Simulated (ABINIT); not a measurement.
The system is Zr.

```
CELL_PARAMETERS angstrom
3.23200 0.00000 0.00000
-1.61600 2.79899 0.00000
0.00000 0.00000 5.14700
ATOMIC_POSITIONS crystal
Zr 0.66667 0.33333 0.75000
Zr 0.33333 0.66667 0.25000
```

- Program: ABINIT 10.8.3 (patched build)
- Task: relaxation of cell and atoms
- Functional: LDA-PZ
- Potentials or basis: JTH PAW LDA v2.0
- Cutoff: 463 eV
- k mesh: 9 × 9 × 5
- Occupations: fermi-dirac, width 0.05 eV
- Spin: no spin polarisation

At the start: pressure -6.0 GPa; volume 23.28 Å³/atom.

Problem. How do energy, volume and symmetry change on relaxing?

Solution. Over 6 steps the energy falls by 29.4 meV/atom and the volume is 21.81 Å³/atom (-6.3 %); space group P6_3/mmc (No. 194, to 0.05 Å).

Step by step:
```
step  energy change (eV)  largest force (eV/Å)  pressure (GPa)  volume (Å³)
   1              0.0000                0.0000           -6.05        46.56
   2             -0.0281                0.0000           -4.43        45.71
   3             -0.0582                0.0000            0.27        43.54
   4             -0.0586                0.0000            0.04        43.62
   5             -0.0589                0.0000           -0.06        43.65
   6             -0.0589                0.0000            0.00        43.62
```

Final structure:
```
CELL_PARAMETERS angstrom
3.14572 0.00000 0.00000
-1.57286 2.72427 0.00000
0.00000 0.00000 5.09005
ATOMIC_POSITIONS crystal
Zr 0.66667 0.33333 0.75000
Zr 0.33333 0.66667 0.25000
```
